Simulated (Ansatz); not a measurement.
HfO2: relaxation of cell and atoms with PBE+D4

Crystal: HfO2.

```
Hf O
1.0
     5.21946    0.00000    0.00000
     0.00000    5.00476    0.00000
     0.00000    0.00000    5.03269
Hf O
4 8
Cartesian
  5.0472 3.6661 3.7314
  2.7820 3.6661 1.2151
  2.4375 1.3387 3.7314
  0.1723 1.3387 1.2151
  3.2994 4.6477 4.4251
  4.5298 4.6477 1.9087
  1.2211 2.7020 2.4776
  1.3886 2.7020 4.9939
  3.9984 2.3028 4.9939
  3.8308 2.3028 2.4776
  0.6896 0.3571 4.4251
  1.9201 0.3571 1.9087
```

Measurements of this composition are mostly on another form, of space group No. 14.

```
Program             : Ansatz 0.2.0
Task                : relaxation of cell and atoms
Functional          : PBE
Dispersion          : D4
Potentials or basis : Ansatz PAW
Cutoff              : 420 eV (not typed: the program's choice for these potentials)
k mesh              : 5 × 6 × 5
Occupations         : fermi-dirac, width 0.05 eV
Spin                : no spin polarisation
```

```json
{"Relaxed volume": "11.24 Å³/atom", "Relaxed cell": "a = 5.265 Å, b = 5.047 Å, c = 5.076 Å, α = 90.00°, β = 90.00°, γ = 90.00°", "Space group after relaxing (to 0.05 Å)": "Pca2_1 (No. 29)", "Energy gained by relaxing": "5.5 meV/atom", "Ionic steps": "9", "Pressure after relaxing": "0.0 GPa", "Band gap on the k mesh": "4.41 eV"}
```

Step by step:
```tsv
step	energy change (eV)	largest force (eV/Å)	volume (Å³)
1	0.0000	0.1074	131.46
2	-0.0406	0.0311	135.29
3	-0.0463	0.0235	134.68
4	-0.0459	0.0636	134.78
5	-0.0464	0.0155	134.73
6	-0.0465	0.0018	134.73
7	-0.0657	0.0017	134.73
8	-0.0651	0.0006	134.87
9	-0.0658	0.0005	134.87
```

Final structure:
```cif
data_structure
_symmetry_space_group_name_H-M 'P 1'
_symmetry_Int_Tables_number 1
_cell_length_a 5.2651
_cell_length_b 5.0469
_cell_length_c 5.0755
_cell_angle_alpha 90.000
_cell_angle_beta 90.000
_cell_angle_gamma 90.000
_cell_volume 134.87
loop_
_atom_site_label
_atom_site_type_symbol
_atom_site_fract_x
_atom_site_fract_y
_atom_site_fract_z
_atom_site_occupancy
Hf1 Hf 0.96742 0.73313 0.74129 1
Hf2 Hf 0.53258 0.73313 0.24129 1
Hf3 Hf 0.46742 0.26687 0.74129 1
Hf4 Hf 0.03258 0.26687 0.24129 1
O1 O 0.63303 0.93007 0.88108 1
O2 O 0.86697 0.93007 0.38108 1
O3 O 0.23192 0.53918 0.49063 1
O4 O 0.26808 0.53918 0.99063 1
O5 O 0.76808 0.46082 0.99063 1
O6 O 0.73192 0.46082 0.49063 1
O7 O 0.13303 0.06993 0.88108 1
O8 O 0.36697 0.06993 0.38108 1
```

It took 2.5 min on 4 threads of Intel(R) Xeon(R) Processor @ 2.50GHz (Skylake/Cascade Lake), on a shared host, peak memory 0.78 GiB.

Caveat: odd divisions of the mesh miss points on the zone boundary, where band edges often lie, so the gap on the mesh can be too wide; the plane-wave basis is chosen anew once the cell has moved, so the energies of steps on either side of that aren't comparable; the pressure holds a Pulay correction of +0.8 GPa for the finite cutoff; spin-orbit coupling is left out, which moves the levels of the heavy elements. A k mesh can miss the band edges.
